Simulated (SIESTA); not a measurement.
Crystal: Sb.

```
CELL_PARAMETERS angstrom
-1.87134 1.87134 1.87134
1.87134 -1.87134 1.87134
1.87134 1.87134 -1.87134
ATOMIC_POSITIONS crystal
Sb 0.00000 0.00000 0.00000
```

This isn't the form of Sb at room conditions, which is rhombohedral.

Base run:

* Program: SIESTA 5.4.2
* Functional: PBEsol
* Potentials or basis: PseudoDojo 0.4 standard (PBEsol files)
* Basis: DZP (energy shift 0.003 Ry; two zetas on semicore shells)
* Grid cutoff: 500 Ry
* Energy shift: 0.003 Ry
* k mesh: 10 × 10 × 10
* Occupations: fermi-dirac, width 0.05 eV
* Spin: no spin polarisation

Its results: band gap on the k mesh none (metal or under the smearing width); pressure 1.8 GPa.

Task: The run is repeated on the same cell with these changes: functional from PBEsol to LDA; potentials or basis from PseudoDojo 0.4 standard (PBEsol files) to PseudoDojo 0.4 standard (LDA files). What comes out?

Result: Band gap on the k mesh none (metal or under the smearing width); pressure 0.4 GPa.

Caveats: the basis of atomic orbitals isn't converged, which shifts pressures, moduli and gaps.
